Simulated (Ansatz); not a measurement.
# Si/GaP/NiSi2: a contact from a semiconductor to a metal, part 2 of 5

Aim: where the metal's Fermi level sits in the semiconductor's gap in Si/GaP/NiSi2, and what the stack passes. The semiconductor is Si diamond(111), undoped, with its far face capped by hydrogen, and the metal is NiSi2 fluorite(111), with GaP zinc blende(111) between them (whole bilayers). After relaxation the nearest pair at the metal is Si–Ga at 2.44 Å, along the normal. The common net has a side of 3.868 Å, which strains the semiconductor by +0.0 %, the layer between by -0.7 % and the metal by +0.7 %, against typed lattice constants near PBE's. The first steps treat the bulk crystals alone.

Ansatz 0.2.0; PBE DFT, plane waves, PAW files (the session's first sound run).

So far. Step 2 (The strained electrode, 6 atoms, electrode Si …): Little changed from the start: no atom moved by 0.005 Å and no cell edge by 0.1 %.

### 4. Relaxation

System of this step: Si/GaP/NiSi2. The cell holds 18 atoms: 9 Si, 3 P, 3 Ga, 2 Ni and 1 H. Cell: a = 3.868 Å, b = 3.868 Å, c = 38.808 Å, α = 90.0°, β = 90.0°, γ = 120.0°. Vacuum lies along c.

The bonds at the contact set its dipole, and with it the barrier heights, so the interface is relaxed first in a short slab. The dipole correction removes the field between the unlike outer faces.

Input file input.yaml:

```yaml
crystal:
  lattice:
    - [3.868, 0.0, 0.0]
    - [-1.934, 3.3497862618, 0.0]
    - [0.0, 0.0, 38.8079553797]
  atoms:
    - { symbol: Si, position: [0.0, 0.0, 0.2061433003] }
    - { symbol: Si, position: [0.33333333, 0.66666667, 0.2264872863] }
    - { symbol: Si, position: [0.33333333, 0.66666667, 0.2875192445] }
    - { symbol: Si, position: [0.66666667, 0.33333333, 0.3078632305] }
    - { symbol: Si, position: [0.66666667, 0.33333333, 0.3688951887] }
    - { symbol: Si, position: [0.0, 0.0, 0.3892391747] }
    - { symbol: P, position: [0.0, 0.0, 0.4467016197] }
    - { symbol: Ga, position: [0.33333333, 0.66666667, 0.4672985166] }
    - { symbol: P, position: [0.33333333, 0.66666667, 0.5290892074] }
    - { symbol: Ga, position: [0.66666667, 0.33333333, 0.5496861043] }
    - { symbol: P, position: [0.66666667, 0.33333333, 0.6114767952] }
    - { symbol: Ga, position: [0.0, 0.0, 0.6320736921] }
    - { symbol: Si, position: [0.0, 0.0, 0.6934013239] }
    - { symbol: Ni, position: [0.33333333, 0.66666667, 0.7134923991] }
    - { symbol: Si, position: [0.66666667, 0.33333333, 0.7335834742] }
    - { symbol: Si, position: [0.33333333, 0.66666667, 0.7737656245] }
    - { symbol: Ni, position: [0.66666667, 0.33333333, 0.7938566997] }
    - { symbol: H, position: [0.0, 0.0, 0.1674914315] }
kpoints:
  mp_grid: { grid: [8, 8, 1] }
scf:
  occupations: { method: fermi_dirac, width: 0.1 }
  max_iter: 150
hamiltonian:
  xc: pbe
efield:
  axis: 3
  dipole_correction: true
relax:
  f_tol: 0.04
  max_steps: 60
output:
  forces: true
```

On the command line:

```console
ansatz run input.yaml --threads 8 --pin off --max-ram 24576MiB --backend cpu --events-out ev --progress --plain --runs-dir out
```

Numbers of over 12 decimals in the logs are rounded to 6 here.

The program printed:

```text
[...]
Crystal: 18 atoms, lattice volume = 502.834 Å³
Basis set: ecut = 420 eV, 9921 PW (Γ), exchange–correlation on 54×54×540 points (8 copies of the dense FFT grid, shifted against one another)
Bands: 82, of which v1, the nominal top of the filled ones, is band 64 counted from 1 (63 counted from 0)
Symmetry: 6 space group operations
[...]
k-points: 10 of 64 (time reversal used)
[...]
SCF iter   1: F=—  HF=-31035.959459 eV  |F-HF|=—  |Δ(HF+E_count)|=         —  Δρ=5.68e-3  dr2=1.76e0  ethr=1.77e-3  p=-0.014 e·Å  D=-4.87e-3 V/Å  ΔV_dip=0.19 eV  dr2_dipole=6.75e-1  V_vac-E_F(+/−)=4.11/3.93 eV  ⟨swp⟩=9.7  Hψ=4368  notcnv=0  defer=5
efield: sawtooth ramp at fractional position 0.9307 (placed from the atoms, in the widest stretch of the axis that holds none; the zero of the levels goes with the place), width 0.1000; the density the first Hamiltonian is built on has a dipole p = -0.014 e·Å; the dipole correction subtracts the counter field D = -4.87e-3 V/Å, which shifts the + side's vacuum level by +0.19 eV against the − side's; the planar-averaged density in the ramp window peaks in size at 5.5e-5 e/Å³
[...]
SCF iter   2: F=—  HF=-31039.917713 eV  |F-HF|=—  |Δ(HF+E_count)|=    3.96e0  Δρ=5.13e-2  dr2=5.32e2  ethr=1.39e-3  p=-0.046 e·Å  D=-1.64e-2 V/Å  ΔV_dip=0.64 eV  dr2_dipole=4.18e2  V_vac-E_F(+/−)=5.34/4.71 eV  ⟨swp⟩=6.5  Hψ=1682  notcnv=0  defer=27  recentre
[...]
SCF iter  12: F=-31035.865999 eV  HF=-31035.866004 eV  |F-HF|=4.16e-6  |Δ(HF+E_count)|=   7.61e-6  Δρ=3.06e-5  dr2=8.16e-6  ethr=3.15e-8  p=-0.042 e·Å  D=-1.52e-2 V/Å  ΔV_dip=0.59 eV  dr2_dipole=7.32e-8  V_vac-E_F(+/−)=4.45/3.86 eV  ⟨swp⟩=4.0  Hψ=2780  notcnv=0
WARN: efield: at this solve's end the planar-averaged density reaches 1.45e-5 e/Å³ inside the ramp window [0.9049, 0.0564] (bound 1e-5 e/Å³); the window's nearer edge stands 4.31 Å from this solve's nearest atom along the axis. Its work functions, free energy, forces, stress, dipole, levels and responses can be off, and this figure does not tell by how much. A short vacuum, a low `basis.ecutwfc` or `basis.ecutrho_ratio` and negative occupations (`scf.occupations.method`) can put density there. See the manual's quickstart, § The vacuum guard
SCF 1 converged in 12 iterations: F = -31035.865999 eV  dr2 = 8.16e-6
[...]
relax step   1: F+E_penalty+E_count = -31035.86599941 eV  Δ(F+E_penalty+E_count) = +0.000e0 eV  max|allowed force component| = 1.130e0 eV/Å  Δτ_max = 0.0000 Å  (12 SCF iters, dr2 threshold 4.00e-5 eV, accepted)
[...]
SCF iter   1: F=—  HF=-31036.052475 eV  |F-HF|=—  |Δ(HF+E_count)|=         —  Δρ=5.03e-3  dr2=2.30e-1  ethr=1.75e-4  p=-0.042 e·Å  D=-1.52e-2 V/Å  ΔV_dip=0.59 eV  dr2_dipole=4.83e-2  V_vac-E_F(+/−)=4.44/3.85 eV  ⟨swp⟩=1.9  Hψ=3154  notcnv=0  defer=18
efield: sawtooth ramp at fractional position 0.9307 (handed on by an earlier solve), width 0.1000; the density the first Hamiltonian is built on has a dipole p = -0.042 e·Å; the dipole correction subtracts the counter field D = -1.52e-2 V/Å, which shifts the + side's vacuum level by +0.59 eV against the − side's; the planar-averaged density in the ramp window peaks in size at 2.0e-5 e/Å³
[...]
SCF iter   2: F=—  HF=-31036.047435 eV  |F-HF|=—  |Δ(HF+E_count)|=   5.04e-3  Δρ=4.31e-3  dr2=1.09e-1  ethr=1.75e-4  p=-0.049 e·Å  D=-1.77e-2 V/Å  ΔV_dip=0.69 eV  dr2_dipole=1.08e-5  V_vac-E_F(+/−)=4.47/3.79 eV  ⟨swp⟩=2.9  Hψ=1315  notcnv=0  defer=18
[...]
SCF iter   8: F=-31036.031983 eV  HF=-31036.032007 eV  |F-HF|=2.40e-5  |Δ(HF+E_count)|=   3.35e-6  Δρ=3.90e-5  dr2=1.98e-5  ethr=6.28e-8  p=-0.044 e·Å  D=-1.57e-2 V/Å  ΔV_dip=0.61 eV  dr2_dipole=7.16e-6  V_vac-E_F(+/−)=4.54/3.93 eV  ⟨swp⟩=3.3  Hψ=2637  notcnv=0
[...]
SCF 2 converged in 8 iterations: F = -31036.031983 eV  dr2 = 1.98e-5
relax step   2: F+E_penalty+E_count = -31036.03198295 eV  Δ(F+E_penalty+E_count) = -1.660e-1 eV  max|allowed force component| = 6.080e-1 eV/Å  Δτ_max = 0.0688 Å  (8 SCF iters, dr2 threshold 7.98e-5 eV, accepted)
SCF iter   1: F=—  HF=-31036.106695 eV  |F-HF|=—  |Δ(HF+E_count)|=         —  Δρ=5.34e-3  dr2=1.45e-1  ethr=1.42e-3  p=-0.044 e·Å  D=-1.57e-2 V/Å  ΔV_dip=0.61 eV  dr2_dipole=6.18e-4  V_vac-E_F(+/−)=4.51/3.90 eV  ⟨swp⟩=4.0  Hψ=2035  notcnv=0  defer=15
[...]
SCF iter   8: F=-31036.086676 eV  HF=-31036.086697 eV  |F-HF|=2.03e-5  |Δ(HF+E_count)|=   1.51e-5  Δρ=4.45e-5  dr2=2.15e-5  ethr=1.82e-8  p=-0.054 e·Å  D=-1.94e-2 V/Å  ΔV_dip=0.75 eV  dr2_dipole=7.30e-6  V_vac-E_F(+/−)=4.66/3.91 eV  ⟨swp⟩=3.0  Hψ=2759  notcnv=0
SCF 3 converged in 8 iterations: F = -31036.086676 eV  dr2 = 2.15e-5
relax step   3: F+E_penalty+E_count = -31036.08667641 eV  Δ(F+E_penalty+E_count) = -5.469e-2 eV  max|allowed force component| = 1.391e-1 eV/Å  Δτ_max = 0.0923 Å  (8 SCF iters, dr2 threshold 2.31e-5 eV, accepted)
[...]
relax step   4: F+E_penalty+E_count = -31036.06878856 eV  Δ(F+E_penalty+E_count) = +1.789e-2 eV  max|allowed force component| = 2.907e-1 eV/Å  Δτ_max = 0.1029 Å  (10 SCF iters, rejected (line search))
SCF iter   1: F=—  HF=-31036.098238 eV  |F-HF|=—  |Δ(HF+E_count)|=         —  Δρ=3.18e-3  dr2=9.15e-2  ethr=9.41e-4  p=-0.051 e·Å  D=-1.85e-2 V/Å  ΔV_dip=0.72 eV  dr2_dipole=4.20e-2  V_vac-E_F(+/−)=4.69/3.97 eV  ⟨swp⟩=4.4  Hψ=1789  notcnv=0  defer=30
[...]
SCF iter  10: F=-31036.089922 eV  HF=-31036.089922 eV  |F-HF|=3.23e-8  |Δ(HF+E_count)|=   9.90e-8  Δρ=1.92e-6  dr2=2.11e-8  ethr=7.87e-11  p=-0.055 e·Å  D=-1.97e-2 V/Å  ΔV_dip=0.76 eV  dr2_dipole=4.20e-9  V_vac-E_F(+/−)=4.68/3.92 eV  ⟨swp⟩=4.6  Hψ=2703  notcnv=0
SCF 5 converged in 10 iterations: F = -31036.089922 eV  dr2 = 2.11e-8
relax step   5: F+E_penalty+E_count = -31036.08992183 eV  Δ(F+E_penalty+E_count) = -3.245e-3 eV  max|allowed force component| = 9.751e-3 eV/Å  Δτ_max = 0.0230 Å  (10 SCF iters, accepted)
SCF converged after 10 iterations
Free energy (F): -31036.089922 eV
[...]
Internal energy: -31035.960552 eV  (E = F + TS)
E sigma→0 (E₀):  -31036.025237 eV
Entropy (-TS):   -0.129370 eV (-7.187 meV/atom)
Fermi energy:    3.630241 eV
Dipole field:    D = -0.019766 V/Å  (p = -0.054927 e·Å, saw-weighted, corrected)
Work function:   Φ+ = 4.6835 eV   Φ− = 3.9164 eV
Levels:          The Fermi level and band energies are counted from a zero that moves with the ramp; work functions are not
[...]
--- Forces (eV/Å), atoms counted from 1 ---
  atom   1  Si    -0.00000000    -0.00000000     0.00031566
  atom   2  Si     0.00000000     0.00000000     0.00107740
  atom   3  Si     0.00000000    -0.00000000    -0.00031615
  atom   4  Si     0.00000000     0.00000000     0.00150671
  atom   5  Si     0.00000000    -0.00000000     0.00054947
  atom   6  Si     0.00000000     0.00000000    -0.00294972
  atom   7  P      0.00000000    -0.00000000     0.00237313
  atom   8  Ga     0.00000000     0.00000000    -0.00154456
  atom   9  P      0.00000000    -0.00000000    -0.00102279
  atom  10  Ga     0.00000000     0.00000000    -0.00062421
  atom  11  P      0.00000000    -0.00000000    -0.00478021
  atom  12  Ga     0.00000000     0.00000000     0.00658742
  atom  13  Si     0.00000000     0.00000000     0.00643848
  atom  14  Ni     0.00000000    -0.00000000     0.00698879
  atom  15  Si     0.00000000     0.00000000    -0.00503195
  atom  16  Si     0.00000000    -0.00000000    -0.00975437
  atom  17  Ni     0.00000000    -0.00000000    -0.00044304
  atom  18  H      0.00000000     0.00000000     0.00057227
  max |Σ_I F_I| component: 5.77e-5 eV/Å
--- Relaxed structure (5 steps of the walk, 4 accepted, 0 SCFs on fresh bases) ---
  F+E_penalty+E_count = -31036.08992183 eV   max|allowed force component| = 9.751e-3 eV/Å
  atoms:
    - { symbol: Si, position: [5.916863861952123e-19, 0, 0.206940] }
    - { symbol: Si, position: [0.333333, 0.666667, 0.226434] }
    - { symbol: Si, position: [0.333333, 0.666667, 0.287350] }
    - { symbol: Si, position: [0.666667, 0.333333, 0.307262] }
    - { symbol: Si, position: [0.666667, 0.333333, 0.368207] }
    - { symbol: Si, position: [-1.0675912883361933e-18, 0, 0.387802] }
    - { symbol: P, position: [0, 0, 0.446596] }
    - { symbol: Ga, position: [0.333333, 0.666667, 0.468062] }
    - { symbol: P, position: [0.333333, 0.666667, 0.528651] }
    - { symbol: Ga, position: [0.666667, 0.333333, 0.550152] }
    - { symbol: P, position: [0.666667, 0.333333, 0.610850] }
    - { symbol: Ga, position: [1.5207725137825472e-19, 0, 0.632278] }
    - { symbol: Si, position: [1.3070655355083148e-18, 0, 0.695161] }
    - { symbol: Ni, position: [0.333333, 0.666667, 0.716139] }
    - { symbol: Si, position: [0.666667, 0.333333, 0.731635] }
    - { symbol: Si, position: [0.333333, 0.666667, 0.776619] }
    - { symbol: Ni, position: [0.666667, 0.333333, 0.789765] }
    - { symbol: H, position: [4.973145325278118e-19, 0, 0.168161] }
```

Run time: 30 s. Hardware: 8 threads of Arm Neoverse V2, shared host; peak memory 1.9 GiB; 3.8 min of CPU time.

The steps of the relaxation:

| step | energy less that of the first step (eV) | largest force component (eV/Å) |
| --- | --- | --- |
| 1 | 0.0000 | 1.1297 |
| 2 | -0.1660 | 0.6080 |
| 3 | -0.2207 | 0.1391 |
| 4 | -0.2028 | 0.2907 |
| 5 | -0.2239 | 0.0098 |

Relaxation step 4 was tried and not accepted.

Forces are held to the 6 operations that the run works with; a distortion that breaks them can't arise in this run.

The atoms that moved most (Å):

| atom | dx | dy | dz | length |
| --- | --- | --- | --- | --- |
| Ni17 | 0.000 | 0.000 | -0.159 | 0.159 |
| Si16 | 0.000 | 0.000 | 0.111 | 0.111 |
| Ni14 | 0.000 | 0.000 | 0.103 | 0.103 |
| Si15 | 0.000 | 0.000 | -0.076 | 0.076 |
| Si13 | 0.000 | 0.000 | 0.068 | 0.068 |
| Si6 | 0.000 | 0.000 | -0.056 | 0.056 |
| Si1 | 0.000 | 0.000 | 0.031 | 0.031 |
| Ga8 | 0.000 | 0.000 | 0.030 | 0.030 |

Numbers from this step:

```yaml
free_energy: -31036.0899 eV
fermi_energy: 3.630 eV
```

The largest force component on a free atom ends at 0.0098 eV/Å. At one or more of this run's solves the program warned of density in the dipole ramp over its bound, where dipole, forces and levels can be off.

[end of part 2 of 5]

[Logs are printed without paths, hosts, clocks, repeated set-up lines and the standing remarks that a program may print on its own settings, such as how far it seeks lower states.]

[Hosts, paths, dates, database ids (printed as entryN), source tags and the programs' standing remarks are cut or masked in the printed files.]
